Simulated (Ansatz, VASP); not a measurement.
# Two plane-wave programs on W

INCAR

```
SYSTEM = W
PREC = Accurate ; ENCUT = 520
EDIFF = 1E-6 ; ISMEAR = -1
SIGMA = 0.05 ; LREAL = .False.
LASPH = .True. ; NELM = 80
ALGO = Fast ; ISIF = 2
LWAVE = .False. ; LCHARG = .False.
GGA = PS ; IVDW = 12
NBANDS = 13
```

File KPOINTS:

```
regular mesh
0
Gamma
  12 12 12
  0 0 0
```

File POSCAR:

```
W
1.0
   -1.6133792515      1.6133792515      1.6133792515
    1.6133792515     -1.6133792515      1.6133792515
    1.6133792515      1.6133792515     -1.6133792515
W
1
Direct
    0.0000000000      0.0000000000      0.0000000000
```

The input input.yaml:

```yaml
crystal:
  lattice:
    - [-1.6133792515, 1.6133792515, 1.6133792515]
    - [1.6133792515, -1.6133792515, 1.6133792515]
    - [1.6133792515, 1.6133792515, -1.6133792515]
  atoms:
    - { symbol: W, position: [0.0, 0.0, 0.0] }
hamiltonian:
  xc: pbesol
  pseudopotentials: { kind: paw }
  dispersion: d3bj
kpoints:
  mp_grid: { grid: [12, 12, 12] }
scf:
  occupations: { method: fermi_dirac, width: 0.05 }
output:
  forces: true
  stress: true
  eigenvalues: true
```

Alike in both runs: task single point; functional PBEsol; dispersion D3(BJ); k mesh 12 × 12 × 12; occupations fermi-dirac, width 0.05 eV; no spin polarisation.

|  | VASP | Ansatz |
| --- | --- | --- |
| version | VASP 6.6.1 | Ansatz 0.2.0 |
| potentials or method | VASP PAW PBE potentials, release 64 (W_sv) | Ansatz PAW |
| plane-wave cutoff (eV) | 520 | 420 |
| valence electrons in the cell | 14 | 14 |

```tsv
	VASP	Ansatz	Ansatz less VASP
gap on the k mesh at the Fermi level (eV)	none	none	-
pressure (GPa)	-25.2	-25.6	-0.42
dispersion energy (meV/atom)	-701.5	-701.7	-0.23
```

A gap of «none» marks a metal or a gap that the smearing closes.

Caveats: pairwise dispersion overbinds metals, which lowers pressure and volume; so large a pressure means that the cell lies far from this level's equilibrium, or that cutoff or potentials fall short (VASP); the potentials were made for another functional, which shifts forces and pressure (VASP); the PAW data sets come from PBE, with cores solved anew for the run's functional, which leaves a small shift of forces and pressure (Ansatz). The runs have no spin-orbit coupling, so splittings on W are missing.
